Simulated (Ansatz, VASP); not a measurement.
**ZnSe in VASP and in Ansatz**

```
Zn Se
1.0
     0.00000    2.72369    2.72369
     2.72369    0.00000    2.72369
     2.72369    2.72369    0.00000
Zn Se
1 1
Direct
  0.00000 0.00000 0.00000
  0.75000 0.75000 0.75000
```

Alike in both runs: functional r2SCAN; k mesh 8 × 8 × 8; no spin polarisation.

Ansatz relaxed the structure, and its values are those at the end. VASP's run is a single point on that final structure, the one shown.

|  | VASP | Ansatz |
| --- | --- | --- |
| version | VASP 6.6.1 | Ansatz 0.2.0 |
| potentials or method | VASP PAW PBE potentials, release 64 (Zn, Se) | PAW with Ansatz's default frozen-core files, scalar-relativistic |
| plane-wave cutoff (eV) | 520 | 500 |
| occupations | gaussian, width 0.01 eV | fixed |
| valence electrons in the cell | 18 | 28 |

```tsv
	VASP	Ansatz	Ansatz less VASP
gap on the k mesh at the Fermi level (eV)	2.41	2.39	-0.013
pressure (GPa)	10.2	10.0	-0.19
```

The two sets of potentials don't hold the same shells in valence.

Caveats: the PAW data sets were made with another functional, which shifts forces and pressure a little (VASP).
